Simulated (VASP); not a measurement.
# AlN (P6_3mc) in VASP: settings compared, part 2 of 2

VASP 6.6.1.

**3. Band structure, LDA**

File INCAR:

```
SYSTEM = AlN
  PREC = Accurate
  ENCUT = 520
  EDIFF = 1E-7
  ISMEAR = 0
  SIGMA = 0.03
  LREAL = .FALSE.
  LASPH = .TRUE.
  NELM = 80
  ALGO = Normal
  ISIF = 2
  LWAVE = .FALSE.
  LCHARG = .FALSE.
  NBANDS = 16
```

File KPOINTS:

```
Automatic mesh
0
G
  12 12 6
  0 0 0
```

File POSCAR:

```
AlN                                     
1.0
    3.1131018766     -0.0000000000      0.0000000000
   -1.5565509384      2.6960253078      0.0000000000
   -0.0000000000      0.0000000000      4.9818131090
  Al              N             
     2     2
Direct
     0.3333333300000021    0.6666666699999979    0.9989855801228924
     0.6666666699999979    0.3333333300000021    0.4989855801228925
     0.3333333300000021    0.6666666699999979    0.3810144198771101
     0.6666666699999979    0.3333333300000021    0.8810144198771102
```

File KPOINTS_OPT:

```
explicit points
96
Reciprocal
 0.0000000000  0.0000000000  0.0000000000 1
 0.0555555556  0.0000000000  0.0000000000 1
 0.1111111111  0.0000000000  0.0000000000 1
 0.1666666667  0.0000000000  0.0000000000 1
 0.2222222222  0.0000000000  0.0000000000 1
 0.2777777778  0.0000000000  0.0000000000 1
 0.3333333333  0.0000000000  0.0000000000 1
 0.3888888889  0.0000000000  0.0000000000 1
 0.4444444444  0.0000000000  0.0000000000 1
 0.5000000000  0.0000000000  0.0000000000 1
 0.5000000000  0.0000000000  0.0000000000 1
 0.4814814815  0.0370370370  0.0000000000 1
 0.4629629630  0.0740740741  0.0000000000 1
 0.4444444444  0.1111111111  0.0000000000 1
 0.4259259259  0.1481481481  0.0000000000 1
 0.4074074074  0.1851851852  0.0000000000 1
 0.3888888889  0.2222222222  0.0000000000 1
 0.3703703703  0.2592592592  0.0000000000 1
 0.3518518518  0.2962962963  0.0000000000 1
 0.3333333333  0.3333333333  0.0000000000 1
 0.3333333333  0.3333333333  0.0000000000 1
 0.2962962963  0.2962962963  0.0000000000 1
 0.2592592592  0.2592592592  0.0000000000 1
 0.2222222222  0.2222222222  0.0000000000 1
 0.1851851852  0.1851851852  0.0000000000 1
 0.1481481481  0.1481481481  0.0000000000 1
 0.1111111111  0.1111111111  0.0000000000 1
 0.0740740741  0.0740740741  0.0000000000 1
 0.0370370370  0.0370370370  0.0000000000 1
 0.0000000000  0.0000000000  0.0000000000 1
 0.0000000000  0.0000000000  0.0000000000 1
 0.0000000000  0.0000000000  0.0555555556 1
 0.0000000000  0.0000000000  0.1111111111 1
 0.0000000000  0.0000000000  0.1666666667 1
 0.0000000000  0.0000000000  0.2222222222 1
 0.0000000000  0.0000000000  0.2777777778 1
 0.0000000000  0.0000000000  0.3333333333 1
 0.0000000000  0.0000000000  0.3888888889 1
 0.0000000000  0.0000000000  0.4444444444 1
 0.0000000000  0.0000000000  0.5000000000 1
 0.0000000000  0.0000000000  0.5000000000 1
 0.0555555556  0.0000000000  0.5000000000 1
 0.1111111111  0.0000000000  0.5000000000 1
 0.1666666667  0.0000000000  0.5000000000 1
 0.2222222222  0.0000000000  0.5000000000 1
 0.2777777778  0.0000000000  0.5000000000 1
 0.3333333333  0.0000000000  0.5000000000 1
 0.3888888889  0.0000000000  0.5000000000 1
 0.4444444444  0.0000000000  0.5000000000 1
 0.5000000000  0.0000000000  0.5000000000 1
 0.5000000000  0.0000000000  0.5000000000 1
 0.4814814815  0.0370370370  0.5000000000 1
 0.4629629630  0.0740740741  0.5000000000 1
 0.4444444444  0.1111111111  0.5000000000 1
 0.4259259259  0.1481481481  0.5000000000 1
 0.4074074074  0.1851851852  0.5000000000 1
 0.3888888889  0.2222222222  0.5000000000 1
 0.3703703703  0.2592592592  0.5000000000 1
 0.3518518518  0.2962962963  0.5000000000 1
 0.3333333333  0.3333333333  0.5000000000 1
 0.3333333333  0.3333333333  0.5000000000 1
 0.2962962963  0.2962962963  0.5000000000 1
 0.2592592592  0.2592592592  0.5000000000 1
 0.2222222222  0.2222222222  0.5000000000 1
 0.1851851852  0.1851851852  0.5000000000 1
 0.1481481481  0.1481481481  0.5000000000 1
 0.1111111111  0.1111111111  0.5000000000 1
 0.0740740741  0.0740740741  0.5000000000 1
 0.0370370370  0.0370370370  0.5000000000 1
 0.0000000000  0.0000000000  0.5000000000 1
 0.5000000000  0.0000000000  0.5000000000 1
 0.5000000000  0.0000000000  0.4444444444 1
 0.5000000000  0.0000000000  0.3888888889 1
 0.5000000000  0.0000000000  0.3333333333 1
 0.5000000000  0.0000000000  0.2777777778 1
 0.5000000000  0.0000000000  0.2222222222 1
 0.5000000000  0.0000000000  0.1666666667 1
 0.5000000000  0.0000000000  0.1111111111 1
 0.5000000000  0.0000000000  0.0555555556 1
 0.5000000000  0.0000000000  0.0000000000 1
 0.3333333333  0.3333333333  0.0000000000 1
 0.3333333333  0.3333333333  0.0555555556 1
 0.3333333333  0.3333333333  0.1111111111 1
 0.3333333333  0.3333333333  0.1666666667 1
 0.3333333333  0.3333333333  0.2222222222 1
 0.3333333333  0.3333333333  0.2777777778 1
 0.3333333333  0.3333333333  0.3333333333 1
 0.3333333333  0.3333333333  0.3888888889 1
 0.3333333333  0.3333333333  0.4444444444 1
 0.3333333333  0.3333333333  0.5000000000 1
 0.0000000000  0.0000000000  0.0000000000 1
 0.0000000000  0.0000000000  0.5000000000 1
 0.3333333333  0.3333333333  0.5000000000 1
 0.3333333333  0.3333333333  0.0000000000 1
 0.5000000000  0.0000000000  0.5000000000 1
 0.5000000000  0.0000000000  0.0000000000 1
```

Potentials or basis: VASP PAW LDA potentials, release 64 (Al, N).

Launch:

```
> cat potpaw_LDA.64/Al/POTCAR potpaw_LDA.64/N/POTCAR > POTCAR
> mpirun -np 1 vasp_std > vasp.out
```

OUTCAR:

```text
SYSTEM = AlN
   PREC = Accurate
   ENCUT = 520
   EDIFF = 1E-7
   ISMEAR = 0
   LREAL = .FALSE.
   LASPH = .TRUE.
   NELM = 80
   ISIF = 2

 ion  position               nearest neighbor table
   1  0.333  0.667  0.999-   4 1.89   4 1.89   4 1.89   3 1.90   2 3.07   2 3.07   2 3.07   2 3.07
                             2 3.07   2 3.07
   2  0.667  0.333  0.499-   3 1.89   3 1.89   3 1.89   4 1.90   1 3.07   1 3.07   1 3.07   1 3.07
                             1 3.07   1 3.07
   3  0.333  0.667  0.381-   2 1.89   2 1.89   2 1.89   1 1.90
   4  0.667  0.333  0.881-   1 1.89   1 1.89   1 1.89   2 1.90

  LATTYP: Found a hexagonal cell.
 ALAT       =     3.1131018766
 C/A-ratio  =     1.6002730738

  Lattice vectors:

 A1 = (   3.1131018766,   0.0000000000,   0.0000000000)
 A2 = (  -1.5565509384,   2.6960253078,   0.0000000000)
 A3 = (   0.0000000000,   0.0000000000,   4.9818131090)

Analysis of symmetry for initial positions (statically):
=====================================================================
 Subroutine PRICEL returns:
 Original cell was already a primitive cell.

 Routine SETGRP: Setting up the symmetry group for a
 hexagonal supercell.

[... 178 lines left out ...]
 fundamental gap:      4.2136476185
 Fermi energy:         6.0469419029

 k-point     1 :       0.0000    0.0000    0.0000
  band No.  band energies     occupation
      1      -9.1433      2.00000
      2      -6.9239      2.00000
      3      -0.1601      2.00000
      4       5.0063      2.00000
      5       5.0063      2.00000
      6       5.6628      2.00000
[... 433 lines left out ...]
      3       0.9307      2.00000
      4       1.9221      2.00000
      5       2.5161      2.00000
      6       4.0886      2.00000
[... 8 lines left out ...]
     15      18.1059      0.00000
     16      19.9448      0.00000

 [... further k-points ...]

------------------------ aborting loop because EDIFF is reached ----------------------------------------

  FORCE on cell =-STRESS in cart. coord.  units (eV):
  Direction    XX          YY          ZZ          XY          YZ          ZX
  --------------------------------------------------------------------------------------
  -------------------------------------------------------------------------------------
  Total       -1.1171258     -1.1171258     -1.0341984      0.0000000      0.0000000      0.0000000
  in kB      -42.8063226    -42.8063225    -39.6286916      0.0000000      0.0000000      0.0000000
  external PRESSURE =     -41.7471122 kB  Pullay stress =       0.0000000 kB

 VOLUME and BASIS-vectors are now :
 -----------------------------------------------------------------------------
  energy-cutoff  :      520.00
  volume of cell :       41.81
      direct lattice vectors                 reciprocal lattice vectors
     3.113101877  0.000000000  0.000000000     0.321223024  0.185458200  0.000000000
    -1.556550938  2.696025308  0.000000000     0.000000000  0.370916399  0.000000000
     0.000000000  0.000000000  4.981813109     0.000000000  0.000000000  0.200730131

 POSITION                                       TOTAL-FORCE (eV/Angst)
 -----------------------------------------------------------------------------------
     -0.00000      1.79735      4.97676         0.000000     -0.000000      0.011330
      1.55655      0.89868      2.48585        -0.000000      0.000000      0.011330
     -0.00000      1.79735      1.89814        -0.000000      0.000000     -0.011330
      1.55655      0.89868      4.38905         0.000000     -0.000000     -0.011330
 -----------------------------------------------------------------------------------
    total drift:                               -0.000008      0.000005      0.000507

  FREE ENERGIE OF THE ION-ELECTRON SYSTEM (eV)
  ---------------------------------------------------
  free  energy   TOTEN  =       -32.8306129926 eV

  energy  without entropy=      -32.8306129926  energy(sigma->0) =      -32.83061299
```

OSZICAR:

```text
N       E                     dE             d eps       ncg     rms          rms(c)
DAV:   1     0.376545932347E+02    0.37655E+02   -0.73782E+03  2432   0.896E+02
DAV:   2    -0.346257564789E+02   -0.72280E+02   -0.66812E+02  3376   0.177E+02
DAV:   3    -0.378564794613E+02   -0.32307E+01   -0.32228E+01  3112   0.383E+01
[... 20 lines left out ...]
DAV:   8     0.940735519033E+03   -0.91986E-07     2312
       N       E                     dE             ncg
DAV:   1     0.248096354059E+05   -0.11269E+05      640
DAV:   2     0.235968511866E+05   -0.12128E+04      864
DAV:   3     0.235466393109E+05   -0.50212E+02      800
DAV:   4     0.235463560010E+05   -0.28331E+00      768
DAV:   5     0.235463530492E+05   -0.29518E-02      840
DAV:   6     0.235463530009E+05   -0.48317E-04      784
DAV:   7     0.235463529999E+05   -0.94395E-06      808
DAV:   8     0.235463529999E+05   -0.16287E-07      624
```

Run time: 25 s. Hardware: 1 thread of Intel Xeon 6975P-C (Granite Rapids), shared host; peak memory 0.18 GiB.

Results:

| Item | Value |
| --- | --- |
| Free energy | -32.8306 eV |
| Pressure | -4.2 GPa |
| Largest force | 0.011 eV/Å |
| Band gap on the k mesh | 4.21 eV, direct |
| Band gap along the path | 4.21 eV, direct |

Forces on the atoms (eV/Å):
```
Al   0.000  0.000  0.011
Al   0.000  0.000  0.011
N    0.000  0.000 -0.011
N    0.000  0.000 -0.011
```

Levels at the corners of the path, in eV from the valence-band top:
| point | band 4 | band 5 | band 6 | band 7 | band 8 | band 9 | band 10 | band 11 | band 12 | band 13 |
| --- | --- | --- | --- | --- | --- | --- | --- | --- | --- | --- |
| Γ | -0.88 | -0.88 | -0.22 | -0.22 | 0.00 | 4.21 | 6.52 | 10.47 | 10.93 | 10.93 |
| M | -4.20 | -3.38 | -2.12 | -1.81 | -0.71 | 5.64 | 5.68 | 8.06 | 10.12 | 10.72 |
| M | -4.20 | -3.38 | -2.12 | -1.81 | -0.71 | 5.64 | 5.68 | 8.06 | 10.12 | 10.72 |
| K | -3.83 | -3.83 | -2.49 | -2.41 | -2.41 | 4.90 | 8.21 | 9.52 | 9.52 | 11.35 |
| K | -3.83 | -3.83 | -2.49 | -2.41 | -2.41 | 4.90 | 8.21 | 9.52 | 9.52 | 11.35 |
| Γ | -0.88 | -0.88 | -0.22 | -0.22 | 0.00 | 4.21 | 6.52 | 10.47 | 10.93 | 10.93 |
| Γ | -0.88 | -0.88 | -0.22 | -0.22 | 0.00 | 4.21 | 6.52 | 10.47 | 10.93 | 10.93 |
| A | -3.33 | -0.56 | -0.56 | -0.56 | -0.56 | 6.40 | 6.40 | 10.13 | 10.13 | 11.25 |
| A | -3.33 | -0.56 | -0.56 | -0.56 | -0.56 | 6.40 | 6.40 | 10.13 | 10.13 | 11.25 |
| L | -5.66 | -1.49 | -1.49 | -1.38 | -1.38 | 5.18 | 5.18 | 9.06 | 9.06 | 11.64 |
| L | -5.66 | -1.49 | -1.49 | -1.38 | -1.38 | 5.18 | 5.18 | 9.06 | 9.06 | 11.64 |
| H | -4.89 | -3.91 | -3.91 | -0.81 | -0.81 | 7.28 | 7.28 | 7.68 | 7.68 | 11.72 |
| H | -4.89 | -3.91 | -3.91 | -0.81 | -0.81 | 7.28 | 7.28 | 7.68 | 7.68 | 11.72 |
| A | -3.33 | -0.56 | -0.56 | -0.56 | -0.56 | 6.40 | 6.40 | 10.13 | 10.13 | 11.25 |
| L | -5.66 | -1.49 | -1.49 | -1.38 | -1.38 | 5.18 | 5.18 | 9.06 | 9.06 | 11.64 |
| M | -4.20 | -3.38 | -2.12 | -1.81 | -0.71 | 5.64 | 5.68 | 8.06 | 10.12 | 10.72 |
| K | -3.83 | -3.83 | -2.49 | -2.41 | -2.41 | 4.90 | 8.21 | 9.52 | 9.52 | 11.35 |
| H | -4.89 | -3.91 | -3.91 | -0.81 | -0.81 | 7.28 | 7.28 | 7.68 | 7.68 | 11.72 |

**4. How close it comes**

Step 2. A measured gap of AlN is 6.0343 eV (an exciton energy, a little under the gap; 0 K; quoted in “Structural and optical properties of self-assembled AlN nanowires grown on SiO2/Si substrates by molecular beam epitaxy”, 2024, arxiv:2402.00216); the calculated 5.35 eV misses it by -0.69 eV. 2 values of this kind are on record (6.034 to 6.0343 eV); this one was drawn at random. The value is that of TB-mBJ, without temperature or zero-point motion.

Step 3. A measured gap of AlN is 6.0343 eV (an exciton energy, a little under the gap; 0 K; quoted in “Structural and optical properties of self-assembled AlN nanowires grown on SiO2/Si substrates by molecular beam epitaxy”, 2024, arxiv:2402.00216); the calculated 4.21 eV misses it by -1.82 eV. 2 values of this kind are on record (6.034 to 6.0343 eV); this one was drawn at random. The value is that of LDA, without temperature or zero-point motion. Semilocal functionals fall short of measured gaps as a rule.
